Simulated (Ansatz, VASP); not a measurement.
**GaSb: VASP beside Ansatz**

INCAR

```
SYSTEM = GaSb
ALGO = Normal
EDIFF = 1E-6
ENCUT = 520
ISIF = 2
ISMEAR = -1
LASPH = .True.
LCHARG = .True.
LELF = .True.
LREAL = .False.
LVHAR = .True.
LWAVE = .False.
NBANDS = 16
NELM = 80
PREC = Accurate
SIGMA = 0.05
```

Contents of KPOINTS:

```
k-points
0
Gamma
  7 7 7
  0 0 0
```

Contents of POSCAR:

```
GaSb
1.0
   -1.5559010000      2.6750030000      2.8933130000
    1.5559010000     -2.6750030000      2.8933130000
    1.5559010000      2.6750030000     -2.8933130000
Sb Ga
1 1
Direct
    0.5000000000      0.5000000000      0.0000000000
    0.0000000000      0.0000000000      0.0000000000
```

File input.yaml:

```yaml
crystal:
  lattice:
    - [-1.555901, 2.675003, 2.893313]
    - [1.555901, -2.675003, 2.893313]
    - [1.555901, 2.675003, -2.893313]
  atoms:
    - { symbol: Sb, position: [0.5, 0.5, 0.0] }
    - { symbol: Ga, position: [0.0, 0.0, 0.0] }
kpoints:
  mp_grid: { grid: [7, 7, 7] }
  band_path:
    path:
      - [0.0, 0.0, 0.0]
      - [-0.322295804, 0.322295804, 0.322295804]
      - [-0.2859924563, 0.2859924563, 0.3585991517]
      - [0.0, 0.0, 0.5]
      - [0.25, 0.25, 0.25]
      - [0.0, 0.5, 0.0]
      - [0.322295804, 0.677704196, -0.322295804]
      - [0.5, 0.5, -0.5]
    npoints: 10
scf:
  occupations: { method: fermi_dirac, width: 0.05 }
hamiltonian:
  xc: lda
  pseudopotentials: { kind: all_electron, lapw: { basis_error: 0.001 } }
output:
  forces: true
  stress: true
  eigenvalues: true
```

Alike in both runs: functional LDA; k mesh 7 × 7 × 7; occupations fermi-dirac, width 0.05 eV; no spin polarisation.

|  | VASP | Ansatz |
| --- | --- | --- |
| version | VASP 6.6.1 | Ansatz 0.2.0 |
| potentials or method | VASP PAW LDA potentials, release 64 (Sb, Ga_d) | all-electron LAPW, scalar-relativistic |
| plane-wave cutoff (eV) | 520 | see its input |
| task | single point | band structure |

```tsv
	VASP	Ansatz	Ansatz less VASP
gap on the k mesh at the Fermi level (eV)	none	none	-
pressure (GPa)	-4.6	-4.7	-0.04
largest component of the traceless stress (GPa)	0.73	0.72	-0.005
```

A gap of «none» marks a metal or a gap that the smearing closes. Ansatz ran all-electron here, so the differences hold the error of VASP's frozen core and of both bases.

Caveats: the k mesh is thin for a metal, which can move the energy by tens of meV per atom (Ansatz); spin-orbit coupling is left out, which moves the levels of the heavy elements (Ansatz). The runs have no spin-orbit coupling, so splittings on Sb are missing.
